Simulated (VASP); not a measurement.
Crystal: CaO.

```
CELL_PARAMETERS angstrom
-1.55296 1.55296 5.82128
1.55296 -1.55296 5.82128
1.55296 1.55296 -5.82128
ATOMIC_POSITIONS crystal
Ca 0.04236 0.04236 0.00000
Ca 0.79236 0.29236 0.50000
O 0.45764 0.45764 0.00000
O 0.20764 0.70764 0.50000
```

The cell was built by a generator and needn't be a form met in nature.

- Program: VASP 6.6.1
- Task: relaxation of cell and atoms
- Functional: PBEsol
- Dispersion: D3
- Potentials or basis: VASP PAW PBE potentials, release 64 (Ca_sv, O)
- Cutoff: 600 eV
- k mesh: 9 × 9 × 9
- Occupations: fermi-dirac, width 0.05 eV
- Spin: no spin polarisation

At the start: pressure -5.4 GPa; volume 14.04 Å³/atom.

Problem. Where does the relaxation end?

Solution. Over 7 steps the energy falls by 12.9 meV/atom and the volume is 13.30 Å³/atom (-5.3 %); space group I4_1md (No. 109, to 0.05 Å).

The path:
```tsv
step	energy change (eV)	largest force (eV/Å)	pressure (GPa)	volume (Å³)
1	0.0000	0.0121	-5.37	56.16
2	-0.0458	0.0767	1.88	52.42
3	-0.0507	0.0542	-0.01	53.26
4	-0.0515	0.0349	0.03	53.23
5	-0.0516	0.0187	0.04	53.20
6	-0.0516	0.0202	0.01	53.20
7	-0.0518	0.0102	0.01	53.20
```

Final structure:
```
Ca O
1.0
    -1.52729    1.52729    5.70163
     1.52729   -1.52729    5.70163
     1.52729    1.52729   -5.70163
Ca O
2 2
Direct
  0.04283 0.04283 0.00000
  0.79283 0.29283 0.50000
  0.45717 0.45717 0.00000
  0.20717 0.70717 0.50000
```

Caveat: the PAW data sets were made with another functional, which shifts forces and pressure a little.
